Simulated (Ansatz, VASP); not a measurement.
**AlNi: VASP beside Ansatz**

Contents of INCAR:

```
PREC = Accurate
ENCUT = 520
EDIFF = 1E-6
ISMEAR = -1
SIGMA = 0.05
LREAL = F
LASPH = T
NELM = 150
ALGO = Normal
ISIF = 2
LWAVE = F
LCHARG = F
ISPIN = 2
MAGMOM = 1 0
LORBIT = 11
LMAXMIX = 4
GGA = PS
NBANDS = 18
```

The input KPOINTS:

```
regular mesh
0
Gamma
  9 9 9
```

The input POSCAR:

```
AlNi
1.0
    2.9375045414      0.0000000000      0.0000000000
    0.0000000000      2.9375045414      0.0000000000
    0.0000000000      0.0000000000      2.9375045414
Ni Al
1 1
Direct
    0.5000000000      0.5000000000      0.5000000000
    0.0000000000      0.0000000000      0.0000000000
```

The input input.yaml:

```yaml
crystal:
  lattice:
    - [2.9375045414, 0.0, 0.0]
    - [0.0, 2.9375045414, 0.0]
    - [0.0, 0.0, 2.9375045414]
  atoms:
    - { symbol: Ni, position: [0.5, 0.5, 0.5], spin: 1.0 }
    - { symbol: Al, position: [0.0, 0.0, 0.0] }
kpoints:
  mp_grid: { grid: [9, 9, 9] }
scf:
  occupations: { method: fermi_dirac, width: 0.05 }
hamiltonian:
  xc: pbesol
  pseudopotentials: { kind: all_electron, lapw: { basis_error: 0.0005 } }
magnetization:
  spin_polarized: true
output:
  forces: true
  stress: true
  eigenvalues: true
```

Change from the starting cell: volume scaled by 1.06.

Alike in both runs: task single point; functional PBEsol; k mesh 9 × 9 × 9; occupations fermi-dirac, width 0.05 eV; collinear spin.

|  | VASP | Ansatz |
| --- | --- | --- |
| version | VASP 6.6.1 | Ansatz 0.2.0 |
| potentials or method | VASP PAW PBE potentials, release 64 (Ni, Al) | all-electron LAPW, scalar-relativistic |
| plane-wave cutoff (eV) | 520 | see its input |

```csv
,VASP,Ansatz,Ansatz less VASP
gap on the k mesh at the Fermi level (eV),none,none,-
pressure (GPa),-11.3,-11.5,-0.17
net moment per atom (μB),0.00,0.00,0.000
```

A gap of «none» marks a metal or a gap that the smearing closes. Ansatz ran all-electron here, so the differences hold the error of VASP's frozen core and of both bases.

Caveats: the PAW data sets were made with another functional, which shifts forces and pressure a little (VASP); the starting moments weren't kept (Ansatz).
